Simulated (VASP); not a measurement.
Wanted: the native input for a VASP 6.6.1 run.

```yaml
Task: band structure
Functional: PBE0
Potentials_or_basis: VASP PAW PBE potentials, release 64 (Se, Zn)
Cutoff: 520 eV
k_mesh: 4 × 4 × 4
Occupations: fermi-dirac, width 0.05 eV
Spin: no spin polarisation
Grid_for_exact_exchange_PRECFOCK: Fast
Exchange_at_q_=_0: truncated
Further_INCAR_settings: ALGO = Normal; EDIFF = 1e-06; NBANDS = 16
```

The system is ZnSe (Stilleite).

```
Se Zn
1.0
     0.00000    2.83380    2.83380
     2.83380    0.00000    2.83380
     2.83380    2.83380    0.00000
Se Zn
1 1
Direct
  0.75000 0.75000 0.75000
  0.00000 0.00000 0.00000
```

One way to write it, as run:

POSCAR

```
ZnSe
1.0
    0.0000000000      2.8338000000      2.8338000000
    2.8338000000      0.0000000000      2.8338000000
    2.8338000000      2.8338000000      0.0000000000
Se Zn
1 1
Direct
    0.7500000000      0.7500000000      0.7500000000
    0.0000000000      0.0000000000      0.0000000000
```

INCAR.step1

```
SYSTEM = ZnSe
  PREC = Accurate
  ENCUT = 520
  EDIFF = 1E-5
  ISMEAR = -1
  SIGMA = 0.05
  LREAL = .FALSE.
  LASPH = .TRUE.
  NELM = 100
  ALGO = Normal
  ISIF = 2
  LWAVE = .TRUE.
  LCHARG = .FALSE.
  NBANDS = 16
  GGA = PE
```

INCAR.step2

```
SYSTEM = ZnSe
  PREC = Accurate
  ENCUT = 520
  EDIFF = 1E-6
  ISMEAR = -1
  SIGMA = 0.05
  LREAL = .FALSE.
  LASPH = .TRUE.
  NELM = 100
  ALGO = Normal
  ISIF = 2
  LWAVE = .FALSE.
  LCHARG = .FALSE.
  GGA = PE
  LHFCALC = .TRUE.
  AEXX = 0.25
  PRECFOCK = Fast
  HFRCUT = -1
  NBANDS = 16
  ISTART = 1
```

KPOINTS

```
Automatic mesh
0
G
  4 4 4
  0 0 0
```

KPOINTS_OPT

```
path GXWKGLUWLK,UX
12
line-mode
reciprocal
 0.0000000000  0.0000000000  0.0000000000  G
 0.5000000000  0.0000000000  0.5000000000  X

 0.5000000000  0.0000000000  0.5000000000  X
 0.5000000000  0.2500000000  0.7500000000  W

 0.5000000000  0.2500000000  0.7500000000  W
 0.3750000000  0.3750000000  0.7500000000  K

 0.3750000000  0.3750000000  0.7500000000  K
 0.0000000000  0.0000000000  0.0000000000  G

 0.0000000000  0.0000000000  0.0000000000  G
 0.5000000000  0.5000000000  0.5000000000  L

 0.5000000000  0.5000000000  0.5000000000  L
 0.6250000000  0.2500000000  0.6250000000  U

 0.6250000000  0.2500000000  0.6250000000  U
 0.5000000000  0.2500000000  0.7500000000  W

 0.5000000000  0.2500000000  0.7500000000  W
 0.5000000000  0.5000000000  0.5000000000  L

 0.5000000000  0.5000000000  0.5000000000  L
 0.3750000000  0.3750000000  0.7500000000  K

 0.6250000000  0.2500000000  0.6250000000  U
 0.5000000000  0.0000000000  0.5000000000  X
```

Potentials or basis: VASP PAW PBE potentials, release 64 (Se, Zn).

Launch:

```console
$ cat potpaw_PBE.64/Se/POTCAR potpaw_PBE.64/Zn/POTCAR > POTCAR
$ cp INCAR.step1 INCAR
$ mpirun -np 1 vasp_std > vasp.out
$ cp INCAR.step2 INCAR
$ mpirun -np 1 vasp_std > vasp.out
```

Results of the run:

```
Pressure                : 1.2 GPa
Band gap on the k mesh  : 3.11 eV, direct
Band gap along the path : 3.11 eV, direct
```

Caveat: the k mesh is coarse (spacing up to 0.48 Å⁻¹), so the values aren't converged, least of all with exact exchange; the PAW data sets were made with another functional, which shifts forces and pressure a little.

It took 33 min on 1 thread of Intel(R) Xeon(R) Platinum 8375C CPU @ 2.90GHz (Ice Lake), on a shared host, peak memory 0.2 GiB.
